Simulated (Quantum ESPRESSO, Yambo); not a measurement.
# Quasiparticle gap of MgO (Periclase) in Yambo, part 2 of 2

How does a plane-wave GW calculation on MgO (Periclase) run from the first input to the gap?

Quantum ESPRESSO 7.5 and Yambo 5.3.0; PBE and many-body steps on it, plane waves. Known limits of the many-body steps: not at the basis limit; coarse k mesh.

So far. Step 2 (Ground state): The gap is direct, at Γ. Step 3 (Bands along the symmetry lines): The gap is 4.733 eV, as in the run before at this level.

The database entry behind the starting cell differs from later determinations by our own check (about 0.1 % long), so it need not match the best structure at ambient conditions.

### Step 4. Empty states on the mesh, 4×4×4 mesh, 86 bands

Level of this step: DFT, PBE, plane waves, norm-conserving pseudopotentials (Quantum ESPRESSO).

The sums over transitions need many empty states on a uniform mesh; this step solves for them.

pw.in reads:

```
&control
  calculation = 'nscf'
  prefix = 'x'
  outdir = 'o'
  pseudo_dir = 'pseudo'
/
&system
  ibrav = 0
  nat = 2
  ntyp = 2
  ecutwfc = 76.0
  nbnd = 86
  force_symmorphic = .true.
/
&electrons
  conv_thr = 1e-9
  electron_maxstep = 80
  diago_full_acc = .true.
  diago_thr_init = 5e-6
/
ATOMIC_SPECIES
  Mg 24.305 Mg.upf
  O 15.999 O.upf
CELL_PARAMETERS angstrom
  -0.0000000000 2.1085000000 2.1085000000
  2.1085000000 0.0000000000 2.1085000000
  2.1085000000 2.1085000000 0.0000000000
ATOMIC_POSITIONS crystal
  Mg 0.0000000000 0.0000000000 0.0000000000
  O 0.5000000000 0.5000000000 0.5000000000
K_POINTS automatic
  4 4 4 0 0 0
```

On the command line:

```
$ OMP_NUM_THREADS=1 mpirun -n 4 pw.x -nk 4 -in pw.in > pw.out
```

The log of the run:

```text
[banner, memory and clock lines left out]
Program PWSCF v.7.5 starts

     Atomic positions and unit cell read from directory:
     o/x.save/

     Message from routine setup:
     using ibrav=0 with symmetry is DISCOURAGED, use correct ibrav instead

     G-vector sticks info

     bravais-lattice index     =            0
     lattice parameter (alat)  =       5.6349  a.u.
     unit-cell volume          =     126.5166 (a.u.)^3
     number of atoms/cell      =            2
     number of atomic types    =            2
     number of electrons       =        16.00
     number of Kohn-Sham states=           86
     kinetic-energy cutoff     =      76.0000  Ry
     charge density cutoff     =     304.0000  Ry
     Exchange-correlation= PBE
                           (   1   4   3   4   0   0   0)

     celldm(1)=   5.634916  celldm(2)=   0.000000  celldm(3)=   0.000000
     celldm(4)=   0.000000  celldm(5)=   0.000000  celldm(6)=   0.000000

     crystal axes: (cart. coord. in units of alat)
               a(1) = (  -0.000000   0.707107   0.707107 )
               a(2) = (   0.707107   0.000000   0.707107 )
               a(3) = (   0.707107   0.707107   0.000000 )

     reciprocal axes: (cart. coord. in units 2 pi/alat)
               b(1) = ( -0.707107  0.707107  0.707107 )
               b(2) = (  0.707107 -0.707107  0.707107 )
               b(3) = (  0.707107  0.707107 -0.707107 )
     Pseudo is Norm-conserving, Zval = 10.0
     Generated using ONCVPSP code by D. R. Hamann
     Using radial grid of 1510 points,  4 beta functions with:
     Pseudo is Norm-conserving + core correction, Zval =  6.0
     Generated using ONCVPSP code by D. R. Hamann
     Using radial grid of  936 points,  5 beta functions with:
     Mg               10.00    24.30500     Mg( 1.00)
     O                 6.00    15.99900     O ( 1.00)

     48 Sym. Ops., with inversion, found

   Cartesian axes

     site n.     atom                  positions (alat units)
         1        Mg     tau(   1) = (   0.0000000   0.0000000   0.0000000  )
         2        O      tau(   2) = (   0.7071068   0.7071068   0.7071068  )

     number of k points=     8
                       cart. coord. in units 2pi/alat
        k(    1) = (   0.0000000   0.0000000   0.0000000), wk =   0.0312500
        k(    2) = (   0.1767767   0.1767767  -0.1767767), wk =   0.2500000
        k(    3) = (  -0.3535534  -0.3535534   0.3535534), wk =   0.1250000
[...]
k(    7) = (  -0.7071068   0.0000000   0.0000000), wk =   0.0937500
        k(    8) = (  -0.7071068   0.3535534   0.0000000), wk =   0.1875000

     Dense  grid:    11311 G-vectors     FFT dimensions: (  32,  32,  32)

     The potential is recalculated from file :
     o/x.save/charge-density

     Starting wfcs are    9 randomized atomic wfcs +   77 random wfcs

     Band Structure Calculation

     End of band structure calculation

          k = 0.0000 0.0000 0.0000 (  1411 PWs)   bands (ev):

   -64.3635 -31.1133 -31.1133 -31.1133  -9.1597   8.0109   8.0109   8.0109
    12.7439  23.9496  23.9496  23.9496  27.7112  29.7246  29.7246  32.2651
    32.2651  32.2651  46.2619  46.2619  46.2619  46.9113  58.6243  58.6243
[...]
153.7432 153.7432 153.7432 153.9620 155.5734 155.5734

          k = 0.1768 0.1768-0.1768 (  1405 PWs)   bands (ev):

[...]
146.4798 146.4798 147.2500 147.2500 147.4860 150.3929

          k =-0.3536-0.3536 0.3536 (  1404 PWs)   bands (ev):

[...]
119.7412 119.8667 119.8667 120.9845 121.7415 121.9023 125.4234 125.4234
   127.7210 131.1261 135.9716 135.9716 138.3843 138.3843 138.4725 138.4725
   138.4906 142.8294 143.7568 147.2214 147.2214 149.1454

          k = 0.3536 0.0000 0.0000 (  1427 PWs)   bands (ev):

     [... further k-points ...]

     highest occupied, lowest unoccupied level (ev):     8.0109   12.7439

     XML data file, pseudopotentials, collected wavefunctions
```

Elapsed: 2 s, on 4 MPI ranks of Arm Neoverse V1, shared host; peak memory 0.05 GiB.

Numbers from this step:

| Quantity | Value |
| --- | --- |
| gap | 4.733 eV |
| k of the valence top | 0, 0, 0 |
| k of the conduction bottom | 0, 0, 0 |
| least direct gap | 4.733 eV |
| k points computed | 8 |
| lowest point of the top converged band, above the valence top | 137.1542 eV |

On this mesh the gap is 4.733 eV.

### Step 5. Conversion and set-up

This step: Yambo 5.3.0; conversion and set-up on PBE, plane waves, norm-conserving pseudopotentials.

The states are converted to the many-body program's format and the q mesh is built.

On the command line:

```
$ (cd o/x.save; p2y > p2y.log; mv SAVE ../..); yambo > setup.log
```

The log of the run:

```text
 Yambo, version 5.3.0

 [02] CORE Variables Setup
 =========================

  [02.01] Unit cells
  ==================

  Cell kind             :  FCC
  Atoms in the cell     :  Mg  O
  number of Mg atoms    :  1
  number of O  atoms    :  1

  List of atomic masses
  Mass of Mg    :  24.30500
  Mass of O     :  15.99900

  List of atomic coordinates    : [cc]
  Mg1       :  0.000000  0.000000  0.000000  order 1
  O1       :  3.984488  3.984488  3.984488  order 2

  Alat factors          :  3.984488  3.984488  3.984488 [a.u.]
  Direct lattice volume :  126.5166 [a.u.]
  Direct lattice vectors:  A[ 1 ]  A[ 2 ]  A[ 3 ]
   A[ 1 ]: -0.000000  1.000000  1.000000  [iru]
  -0.000000  3.984488  3.984488  [cc]
   A[ 2 ]:  1.000000  0.000000  1.000000  [iru]
   3.984488  0.000000  3.984488  [cc]
   A[ 3 ]:  1.000000  1.000000  0.000000  [iru]
   3.984488  3.984488  0.000000  [cc]

  Recip. lattice volume :  1.960614 [a.u.]
  Recip. lattice vectors:  B[ 1 ]  B[ 2 ]  B[ 3 ]
   B[ 1 ]: -0.500000  0.500000  0.500000  [iku]
  -0.788456  0.788456  0.788456  [cc]
   B[ 2 ]:  0.500000 -0.500000  0.500000  [iku]
   0.788456 -0.788456  0.788456  [cc]
   B[ 3 ]:  0.500000  0.500000 -0.500000  [iku]
   0.788456  0.788456 -0.788456  [cc]

  [02.02] Symmetries
  ==================

  Inversion symmetry    : yes
  Spatial inversion     : yes
  Inversion index       :  25
  K-space Time-reversal : no
  Magnetic symmetries   : no
  Group table correct   : yes
  Symmetries units      :  [cc]

   [S  1]:   1.0000     -0.13128E-16 -0.13128E-16 -0.13128E-16   1.0000      0.13128E-16  0.13128E-16  0.13128E-16   1.0000
   [S  2]:  -1.0000      0.13128E-16 -0.13128E-16  0.13128E-16  -1.0000      0.13128E-16 -0.13128E-16 -0.13128E-16   1.0000
   [S  3]:  -1.0000     -0.13128E-16  0.13128E-16  0.13128E-16   1.0000     -0.13128E-16 -0.13128E-16  0.13128E-16  -1.0000
[...]
[... 36 further rows ...]
   [S 47]: -0.13128E-16   1.0000      0.13128E-16  0.13128E-16 -0.13128E-16  -1.0000       1.0000      0.13128E-16 -0.13128E-16
   [S 48]: -0.13128E-16  -1.0000     -0.13128E-16  0.13128E-16  0.13128E-16   1.0000       1.0000     -0.13128E-16  0.13128E-16

  [02.03] Reciprocal space
  ========================

  nG shells         :  165
  nG charge         :  11311
  nG WFs            :  1863
  nC WFs            :  1428
  G-vecs. in first 16 shells:  [ Number ]
     1    9   15   27   51   59   65   89  113
   137  169  181  229  259  283  307
  ...
  Shell energy in first 16 shells:  [ mHa ]
    0.00000      932.494      1243.33      2486.65      3419.14      3729.98      4973.30      5905.80      6216.63
    7459.95      8392.45      9946.60      10879.1      11189.9      12433.3      13365.7
  ...

  [02.04] K-grid lattice
  ======================

  Compatible Grid is   : 3D
  Base K vectors       :  K_min[ 1 ]  K_min[ 2 ]  K_min[ 3 ]
[...]
BZ  K-points                                      :   64

  K/Q-points units:
  rlu = crystal or reduced units; cc = cartesian coordinates; iku = interal k-units

  K [1]          [rlu]:  0.000000  0.000000  0.000000
         WF components:  1411
  K [2]          [rlu]:  0.15368E-17  0.15368E-17  0.25000
         WF components:  1405
  K [3]          [rlu]: -0.30736E-17 -0.30736E-17 -0.50000
         WF components:  1404
  K [4]          [rlu]:  0.94682E-17  0.25000      0.25000
         WF components:  1427
  K [5]          [rlu]: -0.11041E-16  0.25000     -0.50000
         WF components:  1423
  [... 2 further k-points ...]
  K [8]          [rlu]:  0.250000 -0.500000 -0.250000
         WF components:  1424

  [02.05] Energies & Occupations
  ==============================

  [X] === General ===
  [X] Electronic Temperature                        :  0.000000  0.000000 [eV K]
  [X] Bosonic    Temperature                        :  0.000000  0.000000 [eV K]
  [X] Finite Temperature mode                       : no
  [X] El. density                                   :  0.85343E+24 [cm-3]
  [X] Fermi Level                                   :  8.010855 [eV]

  [X] === Gaps and Widths ===
  [X] Conduction Band Min                           :  4.733022 [eV]
  [X] Valence Band Max                              :  0.000000 [eV]
  [X] Filled Bands                                  :   8
  [X] Empty Bands                                   :    9   86
  [X] Direct Gap                                    :  4.733022 [eV]
  [X] Direct Gap localized at k                     :  1
  [X] Indirect Gap                                  :  4.733022 [eV]
  [X] Indirect Gap between kpts                     :  1  1
  [X] Last valence band width                       :  1.746695 [eV]
  [X] 1st conduction band width                     :  6.928393 [eV]

  E @ K [1]:  [eV]
   -72.3744     -39.1241     -39.1241     -39.1241     -17.1706    -0.156732E-8 -0.153898E-8   0.00000
    4.73302  15.93871  15.93871  15.93871  19.70034  21.71377  21.71377  24.25421
  occ @ K [1]
   2.000000  2.000000  2.000000  2.000000  2.000000  2.000000  2.000000  2.000000
[...]
E @ K [2]:  [eV]
[...]
occ @ K [2]
[...]
E @ K [3]:  [eV]
[...]
occ @ K [3]
[...]
E @ K [4]:  [eV]
[...]
occ @ K [4]
[...]
E @ K [5]:  [eV]
[...]
occ @ K [5]
[...]
[... 2 further k-points ...]
  E @ K [8]:  [eV]
[...]
occ @ K [8]
   2.000000  2.000000  2.000000  2.000000  2.000000  2.000000  2.000000  2.000000
   0.000000  0.000000  0.000000  0.000000  0.000000  0.000000  0.000000  0.000000

 [03] Transferred momenta grid and indexing
 ==========================================

 IBZ Q-points                                      :   8
 BZ  Q-points                                      :   64

 K/Q-points units:
 rlu = crystal or reduced units; cc = cartesian coordinates; iku = interal k-units

 Q [1]          [rlu]:  0.000000  0.000000  0.000000
 Q [2]          [rlu]:  0.15368E-17  0.15368E-17  0.25000
 Q [3]          [rlu]: -0.30736E-17 -0.30736E-17 -0.50000
[...]
Q [7]          [rlu]: -0.18936E-16 -0.50000     -0.50000
 Q [8]          [rlu]:  0.250000 -0.500000 -0.250000

  [03.01] X indexes
  =================

   [03.01.01] Sigma indexes
   ========================

 [06] Game Over & Game summary
```

Run time: 1.8 s. Hardware: 1 MPI rank; peak memory 0.23 GiB.

### Step 6. Screening and self-energy, 4×4×4 mesh, 86 bands, screening to 210.9 eV

G0W0 replaces the xc potential by the self-energy, built once from these orbitals. Only a window of levels is corrected, while the sums run over the empty bands that the input names.

This step: G0W0 on PBE, plane waves, norm-conserving pseudopotentials.

gw1.in reads:

```
HF_and_locXC
gw0
dyson
ppa
em1d
rim_cut
RandQpts= 1000000
RandGvec= 1 RL
EXXRLvcs= 76 Ry
VXCRLvcs= 304 Ry
Chimod= "HARTREE"
% BndsRnXp
 1 | 86 |
%
NGsBlkXp= 15.5 Ry
% LongDrXp
 1 | 1 | 1 |
%
% GbndRnge
 1 | 86 |
%
DysSolver= "n"
ExtendOut
PPAPntXp= 27.21138 eV
% QPkrange
 1 | 1 | 7 | 10 |
%
```

On the command line:

```
$ OMP_NUM_THREADS=1 mpirun -n 4 yambo -F gw1.in -J gw1 -C gw1 > gw1.log
```

The log of the run:

```text
 Yambo, version 5.3.0

 [02] CORE Variables Setup
 =========================

  [... cell, symmetries and grids as in the set-up ...]

  [02.05] Energies & Occupations
  ==============================

  [X] === General ===
  [X] Electronic Temperature                        :  0.000000  0.000000 [eV K]
  [X] Bosonic    Temperature                        :  0.000000  0.000000 [eV K]
  [X] Finite Temperature mode                       : no
  [X] El. density                                   :  0.85343E+24 [cm-3]
  [X] Fermi Level                                   :  8.010855 [eV]

  [X] === Gaps and Widths ===
  [X] Conduction Band Min                           :  4.733022 [eV]
  [X] Valence Band Max                              :  0.000000 [eV]
  [X] Filled Bands                                  :   8
  [X] Empty Bands                                   :    9   86
  [X] Direct Gap                                    :  4.733022 [eV]
  [X] Direct Gap localized at k                     :  1
  [X] Indirect Gap                                  :  4.733022 [eV]
  [X] Indirect Gap between kpts                     :  1  1
  [X] Last valence band width                       :  1.746695 [eV]
  [X] 1st conduction band width                     :  6.928393 [eV]

 [03] Transferred momenta grid and indexing
 ==========================================

 IBZ Q-points                                      :   8
 BZ  Q-points                                      :   64

 K/Q-points units:
 rlu = crystal or reduced units; cc = cartesian coordinates; iku = interal k-units

 Q [1]          [rlu]:  0.000000  0.000000  0.000000
 Q [2]          [rlu]:  0.15368E-17  0.15368E-17  0.25000
 Q [3]          [rlu]: -0.30736E-17 -0.30736E-17 -0.50000
 Q [4]          [rlu]:  0.94682E-17  0.25000      0.25000
 Q [5]          [rlu]: -0.96335E-17  0.25000      0.50000
 Q [6]          [rlu]: -0.30736E-17  0.25000     -0.25000
 Q [7]          [rlu]: -0.18936E-16 -0.50000     -0.50000
 Q [8]          [rlu]:  0.250000 -0.500000 -0.250000

 [04] Coloumb potential Random Integration (RIM)
 ===============================================

  [04.01] RIM initialization
  ==========================

  * Diagonal components only detected *

  8 x (sBL volume)        :  0.245077 [a.u.]
  sBZ random points       :  1000000
  Points outside the sBZ  :   7968281
  RL volume               :  1.960614 [a.u.]
  Integrated volume       :  1.968419 [a.u.]

  [04.02] RIM integrals
  =====================

  Gamma point sphere radius             :  0.113514 [a.u.]
  Points outside the sphere             :   800476
  [Int_sBZ(q=0) 1/q^2]*(Vol_sBZ)^(-1/3) =:  7.776341
                                 should be <:  7.795600

  Summary of Coulomb integrals for non-metallic bands |Q|[au] RIM/Bare

  Q [1] 0.100000E-4 0.997530 * Q [2] 0.341411 1.068930
  Q [4] 0.394228 1.068679 * Q [6] 0.557523 1.029814
  Q [5] 0.653753 1.023420 * Q [3] 0.682823 1.020347
  Q [7] 0.788456 1.016896 * Q [8] 0.881520 1.013834

 [05] Dipoles
 ============

  [05.01] Setup: observables and procedures
  =========================================

 [06] Dynamic Dielectric Matrix (PPA)
 ====================================

 [WR./gw1//ndb.pp]---------------------------------------------------------------
  Brillouin Zone Q/K grids (IBZ/BZ)                :    8   64    8   64
  RL vectors                                       :  1893 [WF]
  Coulomb cutoff potential                         : none
  Electronic Temperature                           :  0.000000 [K]
  Bosonic    Temperature                           :  0.000000 [K]
  PPA    diel. fun.  energies                      : Perdew, Burke & Ernzerhof(X)+Perdew, Burke & Ernzerhof(C)
  wavefunctions                                    : Perdew, Burke & Ernzerhof(X)+Perdew, Burke & Ernzerhof(C)
  Global Gauge                                     : length
  X matrix size                                    :  169
  X band range                                     :    1   86
  X e/h energy range                               : -1.000000 -1.000000 [eV]
  X Time ordering                                  : R
  X Hxc Kernel                                     : HARTREE
  X Drude frequency                                :  0.000000  0.000000
  X poles                                          :  100.0000 [o/o]
  RL vectors in the sum                            :  1893
  [r,Vnl] included                                 : yes
  Field direction                                  :  0.577350E-5  0.577350E-5  0.577350E-5
  BZ energy Double Grid                            : no
  BZ energy DbGd points                            : 0
  BZ Q point size factor                           : -1.000000
  X Optical Averaged directions                    : none

 [07] Local Exchange-Correlation + Non-Local Fock
 ================================================

 [VXC] Plane waves :  11311
 [EXS] Plane waves :  1459

 QP @ state[ 1 ] K range:  1  1
 QP @ state[ 1 ] b range:   7  10

 [xc] Functional : Perdew, Burke & Ernzerhof(X)+Perdew, Burke & Ernzerhof(C)
 [xc] LIBXC used to calculate xc functional
  PP Number of Atomic Species                      :  2
  NLCC RL compoments                               :  11311
  PP Number of Atomic Species                      :  2
  NLCC RL compoments                               :  11311

 [xc] E_xc :  -11.58643 [Ha]
      E_xc :  -23.17287 [Ry]

  Local XC kind (lXC) : Perdew, Burke & Ernzerhof(X)+Perdew, Burke & Ernzerhof(C)
  Non-Local XC kind (nlXC) : Hartree-Fock

  Corrections @ K [1] :  [eV]
 <7|nlXC|7> = -25.49764 -0.12822E-17 <7|lXC|7> = -20.11168 -0.18881E-15
 <8|nlXC|8> = -25.49778 -0.68458E-17 <8|lXC|8> = -20.11168 -0.37763E-15
 <9|nlXC|9> = -8.797439  0.42832E-17 <9|lXC|9> = -13.44687  0.37766E-15
 <10|nlXC|10> = -3.682461 -0.88948E-18 <10|lXC|10> = -9.561371 -0.47199E-16

 [08] Dyson equation: Newton solver
 ==================================

  [08.01] G0W0 (W PPA)
  ====================

  [  GW  ] Bands range     :    1   86
  [GW/PPA] G damping       :  0.100000 [eV]

  QP @ state[ 1 ] K range:  1  1
  QP @ state[ 1 ] b range:   7  10

   Sc/G bands                                       :    1   86
   Sc/G damping                                     :  0.100000 ev
   Sc bands terminator                              : no
   Sx RL components                                 :  1459

   QP @ state[ 1 ] K range                          :  1  1
   QP @ state[ 1 ] b range                          :   7  10
   GF energies kind                                 : Perdew, Burke & Ernzerhof(X)+Perdew, Burke & Ernzerhof(C)
   GF WF`s kind                                     : Perdew, Burke & Ernzerhof(X)+Perdew, Burke & Ernzerhof(C)
   Xs energies kind                                 : Perdew, Burke & Ernzerhof(X)+Perdew, Burke & Ernzerhof(C)
   Xs WF`s kind                                     : Perdew, Burke & Ernzerhof(X)+Perdew, Burke & Ernzerhof(C)

 [11] Game Over & Game summary
```

Elapsed: 19 s, on 4 MPI ranks; peak memory 1.1 GiB.

This step gave:

- G0W0 gap on the points computed: 6.963 eV
- starting gap on the mesh: 4.733 eV
- k of the valence top: 0, 0, 0
- k of the conduction bottom: 0, 0, 0
- least direct G0W0 gap on the computed points: 6.963 eV
- Z at the valence top: 0.8005
- Z at the conduction bottom: 0.8499

The gap on the mesh goes from 4.73 eV to 6.96 eV, a correction of +2.23 eV.

Limits: finite bands, cutoff and mesh; coarse k mesh. v1 is the top filled band, c1 the lowest empty one. The levels before and after the correction (eV, zero at the valence-band top of each column):

```
           conduction bottom  valence top
Kohn-Sham               4.73         0.00
     G0W0               6.96         0.00
```

```csv
,level,energy (eV)
Kohn-Sham,Γ v2-v1,0.000
Kohn-Sham,Γ c1,4.733
Kohn-Sham,Γ c2,15.939
G0W0,Γ v2-v1,0.000
G0W0,Γ c1,6.963
G0W0,Γ c2,18.291
```

### Step 7. Where the time went

Times are wall times on the hardware named with each run, good to a factor of about two.

```
                          step   time  share  memory (GiB)
                  ground state  2.2 s    8 %          0.19
bands along the symmetry lines  1.4 s    5 %          0.05
      empty states on the mesh    2 s    7 %          0.05
         conversion and set-up  1.8 s    7 %          0.23
     screening and self-energy   19 s   73 %           1.1
```

### Step 8. Summary of results

```yaml
pbe_gap: 4.73 eV, direct
g0w0_gap_on_the_mesh: 6.96 eV
gw_settings: 4×4×4 mesh, 86 bands, screening to 210.9 eV, Godby-Needs plasmon pole
known_limits: not at the basis limit; coarse k mesh
```

What this shows: G0W0 moves the gap on the mesh from 4.73 eV to 6.96 eV (+2.23 eV), with Z of 0.80 and 0.85 at the edges. Only 1 of the mesh's irreducible points was corrected, so a valley elsewhere could overtake. The dearest step here is «screening and self-energy». Bands and cutoff are finite, so the gap is not at the basis limit. The miss can reach some tenths of an eV and take either sign; the mesh is an error of its own. In the G0W0 run levels were corrected at 1 k point alone, so a gap called «on the mesh» is the least over those, and an edge elsewhere would be missed. The 4×4×4 mesh is coarse for this cell, which bears on the long-range parts of exchange and screening.

[Paths, hosts, dates, memory and timing lines, banners, echoed tables and standing remarks are left out of the program output.]

[Logs are printed without paths, hosts, clocks, repeated set-up lines and the standing remarks that a program may print on its own settings, such as how far it seeks lower states.]

[Runs of the session that timed out or met a known fault of the program may be left out.]

[Hosts, paths, dates, database ids (printed as entryN), source tags and the programs' standing remarks are cut or masked in the printed files.]
